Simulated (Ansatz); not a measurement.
## Tetragonal deformation path in PbF2

These are results of DFT PBEsol, scalar-relativistic, plane waves, PAW in Ansatz 0.2.0, not measurements. Settings: plane waves to 420 eV, k-mesh 8×8×8 (Γ-centred), Gaussian smearing 0.05 eV. Spin–orbit coupling is left out, which matters for the heavy elements here. No spin polarisation. Energies are free energies at this smearing, counted from the undisturbed cell; pressure is positive in compression.

The undisturbed cell (as given, not relaxed at this level; it stands at -1.5 GPa, and it needn't be the usual structure):

```
Pb F
1.0
     0.00000    2.96985    2.96985
     2.96985    0.00000    2.96985
     2.96985    2.96985    0.00000
Pb F
1 2
Direct
  0.00000 0.00000 0.00000
  0.25000 0.25000 0.25000
  0.75000 0.75000 0.75000
```

At fixed volume and fractional coordinates, lengths along (0.000, 0.000, 1.000) are scaled against those across it; ρ is that ratio over its starting value.

```csv
ρ,ΔE (meV/atom)
0.650,470.1
0.707,279.1
0.780,132.2
0.850,53.9
0.920,13.9
0.960,3.4
1.000,0.0
1.050,4.8
1.100,18.7
1.200,71.6
1.300,157.7
1.414,295.8
1.500,427.2
```

(1) Predict the gap on the mesh (eV) at each point.

Results:

(1)
```
    ρ  gap on the mesh (eV)
0.650                  1.55
0.707                  2.83
0.780                  3.41
0.850                  3.70
0.920                  4.03
0.960                  4.16
1.000                  4.31
1.050                  4.18
1.100                  3.99
1.200                  3.53
1.300                  3.08
1.414                  2.63
1.500                  2.33
```